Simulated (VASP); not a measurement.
Write the native input for VASP 6.6.1 that does the following.

* Task: single point
* Functional: PBE
* Dispersion: D3(BJ)
* Potentials or basis: VASP PAW PBE potentials, release 64 (Te, Mo_sv)
* Cutoff: 520 eV
* k mesh: 9 × 9 × 2
* Occupations: gaussian, width 0.02 eV
* Spin: no spin polarisation
* Dipole correction: no
* Further INCAR settings: ALGO = Fast; EDIFF = 1e-07; NBANDS = 35

The structure of Te2Mo lies in POSCAR:

```
Te2Mo
1.0
    3.4963748104      0.0000000000      0.0000000000
   -1.7481874052      3.0279494069      0.0000000000
    0.0000000000      0.0000000000     13.7017420245
Te Mo
4 2
Direct
    0.3333333333      0.6666666667      0.6173474405
    0.6666666667      0.3333333333      0.1173474405
    0.3333333333      0.6666666667      0.8826525595
    0.6666666667      0.3333333333      0.3826525595
    0.3333333333      0.6666666667      0.2500000000
    0.6666666667      0.3333333333      0.7500000000
```

One way to write it, as run:

INCAR

```
PREC     = Accurate       # precision mode
ENCUT    = 520            # plane-wave cutoff, eV
EDIFF    = 1E-7           # SCF threshold, eV
ISMEAR   = 0              # smearing method
SIGMA    = 0.02           # smearing width, eV
LREAL    = False          # projectors in reciprocal space
LASPH    = True           # aspherical terms in the spheres
NELM     = 100            # most SCF steps
ALGO     = Fast           # electronic algorithm
ISIF     = 2              # what is computed and relaxed
LWAVE    = False          # write WAVECAR
LCHARG   = False          # write CHGCAR
GGA      = PE             # functional
IVDW     = 12             # dispersion correction
NBANDS   = 35             # bands
```

KPOINTS

```
regular mesh
0
Gamma
  9 9 2
```

Potentials or basis: VASP PAW PBE potentials, release 64 (Te, Mo_sv).

Command:

```sh
$ cat potpaw_PBE.64/Te/POTCAR potpaw_PBE.64/Mo_sv/POTCAR > POTCAR
$ mpirun -np 1 vasp_std > vasp.out
```

Results of the run:

* Pressure: 0.0 GPa
* Largest force: 0.010 eV/Å
* Band gap on the k mesh: 0.67 eV, indirect (least direct gap 1.04 eV)
* Dispersion energy per atom: -0.554 eV

Caveat: spin-orbit coupling is left out, which moves the levels of the heavy elements; an odd mesh through Γ misses points on the zone boundary, where band edges often lie.

Wall time 91 s on 1 thread of AMD EPYC 9R45 96-Core Processor (Zen 5) (shared host), peak memory 0.31 GiB.
